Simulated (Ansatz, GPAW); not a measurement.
This is a calculation of InAs for GPAW 26.7.0 (ASE script). 

The input run.py:

```python
from ase import Atoms
from ase.dft.bandgap import bandgap
from ase.io import write
from ase.units import GPa
from gpaw import GPAW, PW

atoms = Atoms(['In', 'As'],
              cell=[[0.0, 3.018, 3.018],
                    [3.018, 0.0, 3.018],
                    [3.018, 3.018, 0.0]],
              scaled_positions=[[0.0, 0.0, 0.0],
                                [0.75, 0.75, 0.75]],
              pbc=True)

calc = GPAW(mode=PW(600),
            xc='PBE',
            kpts={'size': (8, 8, 8), 'gamma': True},
            occupations={'name': 'methfessel-paxton', 'order': 0, 'width': 0.02},
            nbands=18,
            convergence={'density': 1e-05, 'energy': 1e-05},
            maxiter=150,
            txt='gpaw.txt')
atoms.calc = calc
energy = atoms.get_potential_energy()
forces = atoms.get_forces()
stress = atoms.get_stress()
calc.write('gs.gpw')
write('result.traj', atoms)
print(f'Energy: {energy:.6f} eV')
print('Forces (eV/A):')
print(forces.round(4))
print('Stress (GPa):', (stress / GPa).round(3))
print('Fermi level:', round(calc.get_fermi_level(), 4), 'eV')
print(f'Gap: {bandgap(calc)[0]:.4f} eV, direct: {bandgap(calc, direct=True)[0]:.4f} eV')
```

Potentials or basis: GPAW PAW data sets (gpaw-data 1.2.1), pw.

Command:

```sh
$ OMP_NUM_THREADS=1 python run.py
```

Translate it to Ansatz 0.2.0. Potentials or basis there: Ansatz PAW, cutoff 420 eV.

As run (cutoffs and basis follow the program's own potentials, and thresholds, step limits or extra output files can differ):

input.yaml

```yaml
crystal:
  lattice:
    - [0.0, 3.018, 3.018]
    - [3.018, 0.0, 3.018]
    - [3.018, 3.018, 0.0]
  atoms:
    - { symbol: In, position: [0.0, 0.0, 0.0] }
    - { symbol: As, position: [0.75, 0.75, 0.75] }
hamiltonian:
  xc: pbe
  pseudopotentials: { kind: paw }
kpoints:
  mp_grid: { grid: [8, 8, 8] }
scf:
  occupations: { method: gaussian, width: 0.02 }
output:
  forces: true
  stress: true
  eigenvalues: true
  write_density: true
  write_potential: true
  elf: true
  volumetric_format: npy
```

Potentials or basis: Ansatz PAW.

Launch:

```console
$ ansatz run input.yaml --threads 2 --pin off --max-ram 5632MiB --backend cpu --events-out ev --progress --plain --runs-dir out
```

Both were run:

|  | GPAW | Ansatz |
| --- | --- | --- |
| Pressure | 4.0 GPa | 4.3 GPa |

Ansatz's pressure holds a Pulay term of +0.04 GPa for its cutoff of 420 eV, which the other run lacks.

The potentials hold 18 and 28 valence electrons a cell.

Where Ansatz's input types no cutoff or centring, it takes its own default and a Γ-centred mesh.

Pressure is positive in compression.
